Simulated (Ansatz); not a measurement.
## Pt under changes of volume

One of the cells (15.815 Å³/atom); the others are scaled copies at fixed shape and fractional positions:

```
Pt
1.0
     2.76067    0.00000    0.00000
    -1.38033    2.39081    0.00000
     0.00000    0.00000    4.79213
Pt
2
Direct
  0.33333 0.66667 0.25000
  0.66667 0.33333 0.75000
```

This isn't the form of Pt at room conditions, which is fcc.

| Property | Result |
| --- | --- |
| Program | Ansatz 0.2.0 |
| Functional | r2SCAN |
| Potentials or basis | Ansatz PAW |
| Cutoff | 500 eV (not typed: the program's choice for these potentials) |
| k mesh | 11 × 11 × 6 |
| Occupations | fermi-dirac, width 0.05 eV |
| Spin | no spin polarisation |

| volume (Å³/atom) | energy over the lowest point (meV/atom) | pressure (GPa) |
| --- | --- | --- |
| 14.866 | ? | ? |
| 15.182 | 2.67 | 4.3 |
| 15.498 | 0.00 | -1.3 |
| 15.815 | 7.76 | -6.2 |
| 16.131 | 24.65 | -10.6 |
| 16.447 | 49.54 | -14.3 |
| 16.763 | 81.40 | -17.6 |

**Question.** What does the run at 14.866 Å³/atom give?

**Answer.** Energy over the lowest point 17.23 meV/atom; pressure 10.8 GPa.

Worked out: A Birch-Murnaghan fit of order 3 (a polynomial in V^(-2/3)) to the other rows has its minimum at 15.42 Å³/atom with B0 = V·E''(V) = 266 GPa and B' = 5.4 at fixed shape and positions, which overstates the stiffness. It gives 17.23 meV/atom at 14.866 Å³/atom, against the run's 17.23, and -dE/dV = 10.7 GPa, against 10.8.

Energies are extrapolated to zero smearing.

Caveats: the PAW data sets come from PBE, with cores solved anew for the run's functional, which leaves a small shift of forces and pressure.
